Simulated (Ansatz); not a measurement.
## MoS2: equation of state with PBE

The system is MoS2, a slab with vacuum.

```xyz
6
Lattice="3.1845 0.0000 0.0000 -1.5923 2.7579 0.0000 0.0000 0.0000 21.6705" Properties=species:S:1:pos:R:3 pbc="T T T"
Mo    0.0000    1.8386   18.4451
Mo    1.5923    0.9193    3.2254
S     1.5923    0.9193   16.8949
S     0.0000    1.8386    1.6741
S     1.5923    0.9193   19.9965
S     0.0000    1.8386    4.7756
```

- Program: Ansatz 0.2.0
- Task: equation of state
- Functional: PBE
- Potentials or basis: Ansatz PAW small core
- Cutoff: 420 eV
- Density cutoff: 1680 eV
- k mesh: 10 × 10 × 2
- Occupations: fermi-dirac, width 0.05 eV
- Spin: no spin polarisation

```yaml
Equilibrium_volume: 32.02 Å³/atom
Bulk_modulus_at_fixed_shape_and_positions: 81 GPa
Pressure_derivative_of_the_bulk_modulus: 4.4
```

Energy against volume, from the lowest point:
| volume (Å³/atom) | energy (meV/atom) |
| --- | --- |
| 29.817 | 42.51 |
| 30.452 | 20.37 |
| 31.086 | 6.48 |
| 31.721 | 0.00 |
| 32.355 | 0.17 |
| 32.990 | 6.31 |
| 33.624 | 17.81 |

All runs of the series together: 24 s on 2 threads of INTEL(R) XEON(R) PLATINUM 8581C CPU @ 2.10GHz (Emerald Rapids), with other jobs on the host.

Caveat: the cell was scaled at fixed shape and fractional positions, which overstates the stiffness of a crystal with free parameters, most of all of layers and chains.
